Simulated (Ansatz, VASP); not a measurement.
# Two plane-wave programs on Te2Mo

The input INCAR:

```
SYSTEM = Te2Mo
PREC = Accurate
ENCUT = 520
EDIFF = 1E-6
ISMEAR = 0
SIGMA = 0.1
LREAL = .False.
LASPH = .True.
NELM = 100
ALGO = Normal
ISIF = 2
LWAVE = .False.
LCHARG = .False.
GGA = PE
NBANDS = 35
```

KPOINTS

```
regular mesh
0
Gamma
  6 6 1
  0 0 0
```

File POSCAR:

```
Te2Mo
1.0
    3.5603917200      0.0000000000      0.0000000000
   -1.7801958600      3.0833896800      0.0000000000
    0.0000000000      0.0000000000     24.8112621300
Te Mo
4 2
Direct
    0.3333333300      0.6666666700      0.0793711400
    0.6666666700      0.3333333300      0.7763605100
    0.6666666700      0.3333333300      0.9206288600
    0.3333333300      0.6666666700      0.2236394900
    0.3333333300      0.6666666700      0.8484585300
    0.6666666700      0.3333333300      0.1515414700
```

Input for Ansatz:

```yaml
crystal:
  lattice:
    - [3.56039172, 0.0, 0.0]
    - [-1.78019586, 3.08338968, 0.0]
    - [0.0, 0.0, 24.81126213]
  atoms:
    - { symbol: Te, position: [0.33333333, 0.66666667, 0.07937114] }
    - { symbol: Te, position: [0.66666667, 0.33333333, 0.77636051] }
    - { symbol: Te, position: [0.66666667, 0.33333333, 0.92062886] }
    - { symbol: Te, position: [0.33333333, 0.66666667, 0.22363949] }
    - { symbol: Mo, position: [0.33333333, 0.66666667, 0.84845853] }
    - { symbol: Mo, position: [0.66666667, 0.33333333, 0.15154147] }
basis:
  ecutwfc: 420
kpoints:
  mp_grid: { grid: [6, 6, 1] }
hamiltonian:
  xc: pbe
scf:
  occupations: { method: gaussian, width: 0.1 }
  lower_state_search: "off"
output:
  forces: true
  stress: true
  eigenvalues: true
```

Alike in both runs: task single point; functional PBE; k mesh 6 × 6 × 1; occupations gaussian, width 0.1 eV; no spin polarisation.

|  | VASP | Ansatz |
| --- | --- | --- |
| version | VASP 6.6.1 | Ansatz 0.2.0 |
| potentials or method | VASP PAW PBE potentials, release 64 (Te, Mo_sv) | scalar-relativistic, plane waves, PAW |
| plane-wave cutoff (eV) | 520 | 420 |
| valence electrons in the cell | 52 | 92 |

Ansatz gave:

| Item | Value |
| --- | --- |
| gap on the k mesh at the Fermi level (eV) | 1.02 |
| least direct gap on the mesh (eV) | 1.02 |
| rms of the force components (eV/Å) | 0.108 |

Task: Which values does VASP return?

Result: gap on the k mesh at the Fermi level (eV): 1.02; least direct gap on the mesh (eV): 1.02; rms of the force components (eV/Å): 0.114.

Atom by atom the forces differ by 0.007 eV/Å (rms over components). The functional is the same, so the differences come from potentials, cutoffs and numerics. The two sets of potentials don't hold the same shells in valence.

Caveats: spin-orbit coupling is left out, which moves the levels of the heavy elements.
